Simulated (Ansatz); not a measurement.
How much does the functional matter for the cell of BaS?

The starting cell is an entry of the Crystallography Open Database (1963):

```
CELL_PARAMETERS angstrom
0.00000 3.19375 3.19375
3.19375 0.00000 3.19375
3.19375 3.19375 0.00000
ATOMIC_POSITIONS crystal
Ba 0.00000 0.00000 0.00000
S 0.50000 0.50000 0.50000
```

Atoms and cell were relaxed at zero pressure with plane-wave PAW DFT (Ansatz 0.2.0; one set of PAW datasets, made under PBE, for all functionals; 420 eV, r2SCAN 500 eV; 8×8×8 Γ-centred mesh, fermi-dirac occupations of width 0.020 eV; no spin polarisation, no spin-orbit coupling, no dispersion correction), keeping the symmetry (Fm-3m, No. 225).

Problem. Which functional gives the smallest cell, and how wide is the spread?

Solution. The relaxed conventional cells:

```json
{"functional": "LDA", "a (Å)": "6.272", "volume (Å³/atom)": "30.83", "formation energy (eV/atom)": "-2.192"}
{"functional": "PBEsol", "a (Å)": "6.333", "volume (Å³/atom)": "31.74", "formation energy (eV/atom)": "-2.148"}
{"functional": "PBE", "a (Å)": "6.429", "volume (Å³/atom)": "33.21", "formation energy (eV/atom)": "-2.133"}
{"functional": "r2SCAN", "a (Å)": "6.426", "volume (Å³/atom)": "33.16", "formation energy (eV/atom)": "-2.428"}
{"functional": "the entry", "a (Å)": "6.388", "volume (Å³/atom)": "32.58", "formation energy (eV/atom)": "–"}
```

LDA gives the smallest volume and PBE the largest, 7.7 % more, the usual order, since LDA overbinds and PBE's gradient terms loosen the lattice. Against the entry's volume: LDA -5.3 %, PBEsol -2.6 %, PBE +2.0 %, r2SCAN +1.8 %. No verdict is drawn from this: the entry is old or was flagged in a check, so the entry may be off as well as the functionals. The formation energies span 0.30 eV an atom, lowest under r2SCAN.

Caveats: each relaxation keeps the start's symmetry, so a distorted cell may lie lower; computed cells are at 0 K with fixed nuclei, while the entry holds thermal expansion, often some tenths of a per cent in volume and more in soft crystals; formation energies are at zero smearing against the elements' usual phases under the same functional, gases as free molecules, uncorrected.
